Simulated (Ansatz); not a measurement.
## Sn: single point with BLYP+D3(BJ)

Crystal: Sn.

```
CELL_PARAMETERS angstrom
-1.89465 1.89465 1.89465
1.89465 -1.89465 1.89465
1.89465 1.89465 -1.89465
ATOMIC_POSITIONS crystal
Sn 0.00000 0.00000 0.00000
```

This isn't the form of Sn at room conditions, which is tetragonal (white tin).

```yaml
Program: Ansatz 0.2.0
Task: single point
Functional: BLYP
Dispersion: D3(BJ)
Potentials_or_basis: Ansatz PAW
Cutoff: "420 eV (not typed: the program's choice for these potentials)"
k_mesh: 10 × 10 × 10
Occupations: gaussian, width 0.05 eV
Spin: collinear spin, ferromagnetic start
Starting_moments: "[1.0] μB"
Fixed_moment: 1 μB
```

```yaml
Pressure: 4.3 GPa
Net_moment: 1.00 μB per cell
Absolute_moment: 1.00 μB per cell
Site_moments: Sn +0.62 μB
```

Run time: 1.1 s on 2 threads of Arm Neoverse V2, on a shared host, peak memory 0.27 GiB.

Caveat: the total moment is fixed, so each spin has its own Fermi level; the PAW data sets come from PBE, with cores solved anew for the run's functional, which leaves a small shift of forces and pressure; the thresholds are loose for stress.
